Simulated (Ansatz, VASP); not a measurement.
**CdS: VASP beside Ansatz**

```
Cd S
1.0
     0.00000    2.78729    2.78729
     2.78729    0.00000    2.78729
     2.78729    2.78729    0.00000
Cd S
1 1
Direct
  0.00000 0.00000 0.00000
  0.25000 0.25000 0.25000
```

Alike in both runs: functional PBE; k mesh 12 × 12 × 12; occupations fermi-dirac, width 0.1 eV; no spin polarisation.

Ansatz relaxed the structure, and its values are those at the end. VASP's run is a single point on that final structure, the one shown.

|  | VASP | Ansatz |
| --- | --- | --- |
| version | VASP 6.6.1 | Ansatz 0.2.0 |
| potentials or method | VASP PAW PBE potentials, release 64 (Cd, S), cutoff 520 eV | all-electron LAPW, scalar-relativistic |

Ansatz gave:

```
pressure (GPa) : 15.0
```

Task: What did VASP give for the same quantities?

Result: Pressure (GPa): 15.6.

Ansatz ran all-electron here, so the differences hold the error of VASP's frozen core and of both bases.

Caveats: so large a pressure means that the cell lies far from this level's equilibrium, or that cutoff or potentials fall short (VASP). A k mesh can miss the band edges.
